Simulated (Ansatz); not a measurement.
**Be2C: what each run costs**

Cell: 3 atoms, space group Fm-3m, a = 3.062 Å, b = 3.062 Å, c = 3.062 Å, α = 60.00°, β = 60.00°, γ = 60.00°.

All runs are DFT with Ansatz 0.2.0 on 1 thread of Intel Xeon 6975P-C (Granite Rapids) (x86_64; 48 cores open to the job, memory cap 2.5 GiB, no GPU), a shared host.

**Question.** Rank the runs by wall time, shortest first.
A. core holes on 1 sites, PBE, 420 eV, 4×4×4 k-points, fixed occupations, 24 atoms
B. dielectric tensor by linear response, PBE, 420 eV, 11×11×11 k-points, fixed occupations
C. relaxation of the ions, PBE, 420 eV, 11×11×11 k-points, smearing 0.02 eV

**Answer.** C (1.3 s, 0.37 GiB), B (3.5 s, 0.38 GiB), A (7.8 s, 0.52 GiB).
